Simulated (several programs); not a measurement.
BeS (zincblende) from semi-empirical methods to plane-wave DFT

Zincblende BeS, relaxed with r2SCAN in Ansatz, was computed with several methods. The symmetry is F-43m (No. 216, cubic); conventional cell a = 4.869 Å, 14.43 Å³ an atom. Around Be lie 4 S at 2.11 Å; around S lie 4 Be at 2.11 Å. The values are computed, spin-unpolarised, and not measurements.

```cif
data_structure
_symmetry_space_group_name_H-M 'P 1'
_symmetry_Int_Tables_number 1
_cell_length_a 3.4426
_cell_length_b 3.4426
_cell_length_c 3.4426
_cell_angle_alpha 60.000
_cell_angle_beta 60.000
_cell_angle_gamma 60.000
_cell_volume 28.85
loop_
_atom_site_label
_atom_site_type_symbol
_atom_site_fract_x
_atom_site_fract_y
_atom_site_fract_z
_atom_site_occupancy
Be1 Be 0.00000 0.00000 0.00000 1
S1 S 0.25000 0.25000 0.25000 1
```

Gaps and times are for a single point on this cell; volume and bulk modulus come from each method's own relaxation or energy curve at fixed shape. Times are rough, from shared hosts (Arm Neoverse V1; NVIDIA H100 80GB HBM3), and each method has its own mesh and cell size. PM6 (MOPAC), PM7 (MOPAC), GFN1-xTB (tblite), GFN2-xTB (tblite) treat a cluster of cells at its zone centre, which samples few k points: where these miss a band edge, the gap comes out too large for that reason alone. Gaps from k meshes are read at a limited set of points (mesh, symmetry points, PBE's band edges), so each method's own least gap may be somewhat smaller. xTB and the PM methods were fitted mostly to molecules, and can miss a solid's gap by electronvolts. Minimal bases can be far off for gaps. PBE/DZVP lies far from plane-wave PBE here, an effect of basis or sampling. Times of the plane-wave ladder aren't listed, since it ran on unlike processors and cards. GLLB-SC's gap includes the derivative discontinuity. G0W0 is at finite bands, cutoff and mesh. d marks a direct gap, i an indirect one (no mark: not told apart), a dash a value that wasn't computed or didn't pass its checks.

| method | kind | gap (eV) | own volume (Å³/atom) | bulk modulus (GPa) | atoms computed | processor time |
| --- | --- | --- | --- | --- | --- | --- |
| light PBE (260 eV and a coarse mesh) | light plane-wave | 3.14 i | 14.56 | 88 | 2 | 0.47 s |
| PBE | semilocal | 3.14 i | 14.49 | 93 | 2 | – |
| PBE/single zeta (GPAW) | small basis | 4.49 d | – | – | 2 | 2.6 s |
| GFN1-xTB (tblite) | tight binding | 2.27 | 14.44 | 106 | cluster | 3.6 s |
| r2SCAN | semilocal | 3.59 i | 14.43 | 97 | 2 | – |
| PBE/SZV (CP2K) | small basis | 4.05 d | – | – | 2 | 4.6 s |
| GLLB-SC (GPAW) | model potential | 5.00 | – | – | 2 | 4.6 s |
| GFN2-xTB (tblite) | tight binding | 5.37 | 15.48 | 76 | cluster | 5.7 s |
| PBE/DZVP (CP2K) | small basis | 4.40 i | – | – | 2 | 7.7 s |
| PM6 (MOPAC) | semi-empirical | 8.72 | – | – | cluster | 9.3 s |
| PM7 (MOPAC) | semi-empirical | 7.72 | – | – | cluster | 11 s |
| G0W0@PBE (260 eV screening cutoff) | many-body | 4.55 | – | – | 2 | – |
| G0W0@r2SCAN (180 eV screening cutoff) | many-body | 4.73 | – | – | 2 | – |

Against r2SCAN (3.59 eV) and with closed or daggered gaps left aside, the nearest gap at the points sampled is that of light PBE (260 eV and a coarse mesh) (-0.45 eV) and the farthest that of PM6 (MOPAC) (+5.13 eV). r2SCAN is only a yardstick of convenience: semilocal gaps usually lie below measured ones, which GLLB-SC and hybrids aim to mend.

Volumes against r2SCAN's: light PBE (260 eV and a coarse mesh) +0.9 %, PBE +0.5 %, GFN1-xTB (tblite) +0.1 %, GFN2-xTB (tblite) +7.3 %.
